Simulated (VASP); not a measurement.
Input of a VASP 6.6.1 run:

The input INCAR:

```
SYSTEM = MgB2
ALGO     = Normal         ! electronic algorithm
EDIFF    = 1E-6           ! SCF threshold, eV
EDIFFG   = -0.01          ! ionic threshold
ENCUT    = 600            ! plane-wave cutoff, eV
GGA      = PE             ! functional
IBRION   = 2              ! ionic algorithm
ISIF     = 3              ! what is computed and relaxed
ISMEAR   = -1             ! smearing method
IVDW     = 12             ! dispersion correction
LASPH    = .TRUE.         ! aspherical terms in the spheres
LCHARG   = .FALSE.        ! write CHGCAR
LREAL    = .FALSE.        ! projectors in reciprocal space
LWAVE    = .FALSE.        ! write WAVECAR
NELM     = 100            ! most SCF steps
NSW      = 60             ! ionic steps
PREC     = Accurate       ! precision mode
SIGMA    = 0.05           ! smearing width, eV
```

The input KPOINTS:

```
k-points
0
G
  8 8 8
  0 0 0
```

File POSCAR:

```
MgB2
1.0
    3.0850000000      0.0000000000      0.0000000000
   -1.5425000000      2.6716883707      0.0000000000
    0.0000000000      0.0000000000      3.5230000000
Mg B
1 2
Direct
    0.0000000000      0.0000000000      0.0000000000
    0.6666666667      0.3333333333      0.5000000000
    0.3333333333      0.6666666667      0.5000000000
```

Potentials or basis: VASP PAW PBE potentials, release 64 (Mg, B).

Launch:

```bash
$ cat potpaw_PBE.64/Mg/POTCAR potpaw_PBE.64/B/POTCAR > POTCAR
$ mpirun -np 1 vasp_std > vasp.out
```

Problem. Estimate the relaxed cell.

Solution. a = 3.055 Å, b = 3.055 Å, c = 3.440 Å, α = 90.00°, β = 90.00°, γ = 120.00°.

Problem. Estimate the band gap on the k mesh.

Solution. None (metal or under the smearing width).

The path:
| step | energy change (eV) | largest force (eV/Å) | pressure (GPa) | volume (Å³) |
| --- | --- | --- | --- | --- |
| 1 | 0.0000 | 0.0000 | -5.94 | 29.04 |
| 2 | -0.0210 | 0.0000 | 1.97 | 27.55 |
| 3 | -0.0227 | 0.0000 | 0.16 | 27.86 |
| 4 | -0.0247 | 0.0000 | 0.06 | 27.81 |
| 5 | -0.0248 | 0.0000 | 0.03 | 27.80 |

Caveat: pairwise dispersion overbinds metals, which lowers pressure and volume.
